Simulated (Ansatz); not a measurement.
# InP: the cost of one run

Method: DFT PBE, scalar-relativistic, plane waves, PAW, in Ansatz 0.2.0.

The COD entry's cell or inner coordinates are ideal or old and differ from later refinements, so a difference from it is no clean test against experiment.

## 1. Starting point

The structure is cubic, space group F-43m (No. 216). Conventional cell: a = 5.861 Å, b = 5.861 Å, c = 5.861 Å, α = 90.00°, β = 90.00°, γ = 90.00°. In (site symmetry -43m) is surrounded by 4 P at 2.54 Å. P (site symmetry -43m) is surrounded by 4 In at 2.54 Å.

As a file:

```
CELL_PARAMETERS angstrom
0.00000 2.93050 2.93050
2.93050 0.00000 2.93050
2.93050 2.93050 0.00000
ATOMIC_POSITIONS crystal
In 0.00000 0.00000 0.00000
P 0.75000 0.75000 0.75000
```

No relaxation comes first: the listed cell is the starting point.

## 2. The reference cell

The reference gives a free energy of -6353.9810 eV, pressure 3.34 GPa, largest force 0.000 eV/Å and gap on the mesh 0.72 eV. It was computed beforehand with the settings of the runs below.

## 3. The scan: a strain scan

The cell is strained by ε times the Voigt pattern (1, 1, 0, 0, 0, 0) (xx, yy, zz, yz, xz, xy; engineering shear), with fractional coordinates fixed (clamped ions). The stress on the pattern is the sum of the stress components weighted by it, tension positive.

## 4. Point ε = -0.1500

input.yaml reads:

```yaml
crystal:
  lattice:
    - [0.0, 2.490925, 2.9305]
    - [2.490925, 0.0, 2.9305]
    - [2.490925, 2.490925, 0.0]
  atoms:
    - { symbol: In, position: [0.0, 0.0, 0.0] }
    - { symbol: P, position: [0.75, 0.75, 0.75] }
basis:
  ecutwfc: 420
kpoints:
  mp_grid: { grid: [8, 8, 8] }
hamiltonian:
  xc: pbe
scf:
  occupations: { method: gaussian, width: 0.05 }
output:
  forces: true
  stress: true
  eigenvalues: true
```

Started as:

```sh
$ ansatz run input.yaml --threads 1 --pin off --max-ram 2560MiB --backend cpu --events-out ev --progress --plain --runs-dir out
```

Q: Estimate wall time and peak memory on 1 thread of Intel Xeon 6975P-C (Granite Rapids), shared host.

About 1.5 s, with a peak of 0.35 GiB.
